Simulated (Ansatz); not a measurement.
## Molecular dynamics of WC

Input file:

```yaml
crystal:
  lattice:
    - [-3.002081, -5.199757, 0.0]
    - [4.503122, -2.599878, 0.0]
    - [0.0, 0.0, 5.889964]
  atoms:
    - { symbol: W, position: [0.75, 0.5, 0.0] }
    - { symbol: C, position: [0.5, 0.6666667, 0.25] }
    - { symbol: W, position: [0.75, 0.5, 0.5] }
    - { symbol: C, position: [0.5, 0.6666667, 0.75] }
    - { symbol: W, position: [0.5, 0.0, 0.0] }
    - { symbol: C, position: [0.25, 0.1666667, 0.25] }
    - { symbol: W, position: [0.5, 0.0, 0.5] }
    - { symbol: C, position: [0.25, 0.1666667, 0.75] }
    - { symbol: W, position: [0.25, 0.5, 0.0] }
    - { symbol: C, position: [0.0, 0.6666667, 0.25] }
    - { symbol: W, position: [0.25, 0.5, 0.5] }
    - { symbol: C, position: [0.0, 0.6666667, 0.75] }
    - { symbol: W, position: [0.0, 0.0, 0.0] }
    - { symbol: C, position: [0.75, 0.1666667, 0.25] }
    - { symbol: W, position: [0.0, 0.0, 0.5] }
    - { symbol: C, position: [0.75, 0.1666667, 0.75] }
basis:
  ecutwfc: 420.0
kpoints:
  mp_grid: { grid: [2, 2, 2] }
hamiltonian:
  xc: pbe
  pseudopotentials: { kind: paw, azcp: { folder: soft_1 } }
scf:
  occupations: { method: fermi_dirac, width: 0.36 }
  lower_state_search: "off"
md:
  timestep: 0.75
  n_steps: 180
  ensemble: nvt_langevin
  temperature: 4200.0
  initial_velocities: maxwell_boltzmann
  seed: 575096
  friction: 0.02
```

Command:

```bash
$ ansatz run input.yaml --threads 1 --pin off --max-ram 3072MiB --backend cpu --events-out ev --progress --plain --runs-dir out
```

It starts from a structure without forces on its atoms.

Output, in part (step lines):

```
md step     0: t =     0.00 fs  T =  3937.5 K  F+E_penalty+E_count = -85096.01660102 eV  E_kin = 8.143380 eV  (8 SCF iters)
md step     1: t =     0.75 fs  T =  3930.0 K  F+E_penalty+E_count = -85095.99244896 eV  E_kin = 8.127964 eV  (6 SCF iters)
md step     2: t =     1.50 fs  T =  3963.8 K  F+E_penalty+E_count = -85095.91882926 eV  E_kin = 8.197855 eV  (6 SCF iters)
md step     3: t =     2.25 fs  T =  3964.8 K  F+E_penalty+E_count = -85095.79789644 eV  E_kin = 8.199869 eV  (6 SCF iters)
md step     4: t =     3.00 fs  T =  3892.1 K  F+E_penalty+E_count = -85095.63076193 eV  E_kin = 8.049476 eV  (6 SCF iters)
md step     5: t =     3.75 fs  T =  3784.0 K  F+E_penalty+E_count = -85095.41937154 eV  E_kin = 7.826014 eV  (5 SCF iters)
md step     6: t =     4.50 fs  T =  3692.3 K  F+E_penalty+E_count = -85095.16899584 eV  E_kin = 7.636219 eV  (5 SCF iters)
md step     7: t =     5.25 fs  T =  3240.6 K  F+E_penalty+E_count = -85094.89708458 eV  E_kin = 6.701976 eV  (5 SCF iters)
[... lines left out ...]
md step   179: t =   134.25 fs  T =  1943.2 K  F+E_penalty+E_count = -85089.85371847 eV  E_kin = 4.018825 eV  (5 SCF iters)
md step   180: t =   135.00 fs  T =  1948.2 K  F+E_penalty+E_count = -85089.84250886 eV  E_kin = 4.029242 eV  (6 SCF iters)
```

The steps, from the saved trajectory:

```tsv
time (fs)	T (K)	potential energy less start (eV)
0.0	3938	0.000
4.5	3692	0.848
9.0	3017	2.830
13.5	1863	4.971
18.0	1885	5.674
22.5	2877	4.905
27.0	3567	4.173
31.5	3466	4.096
36.0	3091	4.902
40.5	2595	6.624
45.0	2369	7.793
49.5	3049	7.499
54.0	3417	7.027
58.5	3662	6.990
63.0	3233	7.250
67.5	3219	7.604
72.0	3257	8.093
76.5	3426	7.963
81.0	4532	7.262
85.5	4587	6.990
90.0	3154	6.987
94.5	3662	6.839
99.0	3819	6.795
103.5	3649	6.573
108.0	3738	6.589
112.5	3012	6.454
117.0	2999	6.120
121.5	3446	5.829
126.0	3071	5.510
130.5	2452	5.839
135.0	1948	6.174
```

All steps were run. The mean temperature of the second half is 19 % below the set value. A run of 0.14 ps of so small a system gives no equilibrium averages. Limits of this set-up: coarse k mesh.

Mean squared displacements from the first frame to the last, about the centre of mass: W 0.04 Å², C 0.10 Å².

Last frame:

```xyz
16
Lattice="-3.0021 -5.1998 0.0000 4.5031 -2.5999 0.0000 0.0000 0.0000 5.8900" Properties=species:S:1:pos:R:3
W -0.307 -5.325 -0.190
C 1.392 -4.288 1.339
W -0.621 -5.291 2.867
C 1.327 -4.314 4.448
W -1.802 -2.702 -0.160
C -0.281 -1.965 1.383
W -1.572 -2.670 2.709
C -0.461 -1.923 4.220
W 1.279 -2.789 -0.008
C 2.446 -1.649 1.338
W 1.233 -2.805 3.024
C 2.563 -1.857 4.337
W -0.310 0.053 -0.004
C -1.291 -4.178 1.096
W -0.360 -0.325 2.996
C -1.911 -4.491 4.442
```

The run took 19 min on 1 thread of Arm Neoverse V1, with other jobs on the host, peak memory 0.55 GiB.
